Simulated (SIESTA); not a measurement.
The system is MoP.

```
CELL_PARAMETERS angstrom
3.22300 0.00000 0.00000
-1.61150 2.79120 0.00000
0.00000 0.00000 3.19100
ATOMIC_POSITIONS crystal
Mo 0.00000 0.00000 0.00000
P 0.33333 0.66667 0.50000
```

Base run:

```yaml
Program: SIESTA 5.4.2
Functional: PBE
Potentials_or_basis: PseudoDojo 0.4 standard (PBE files)
Basis: DZP (energy shift 0.002 Ry)
Grid_cutoff: 800 Ry
Energy_shift: 0.002 Ry
k_mesh: 10 × 10 × 8
Occupations: fermi-dirac, width 0.05 eV
Spin: no spin polarisation
```

Its results: band gap on the k mesh none (metal or under the smearing width); pressure 4.5 GPa.

Task: The run is repeated on the same cell with these changes: functional from PBE to PW86PBE; hubbard terms from none to Mo d U = 5.3 eV. What comes out?

Result: Band gap on the k mesh none (metal or under the smearing width); pressure 14.6 GPa.

Several settings changed at once, so the effect can't be laid on one alone.

Caveats: semicore shells carry a single zeta, which can move pressures by several GPa and volumes by a few percent; the basis of atomic orbitals isn't converged, which shifts pressures, moduli and gaps; the potentials were made for another functional, which shifts forces and pressure (some runs); U without spin polarisation on a metal has little footing (some runs); the U is typed as a test and isn't derived for this compound (some runs).
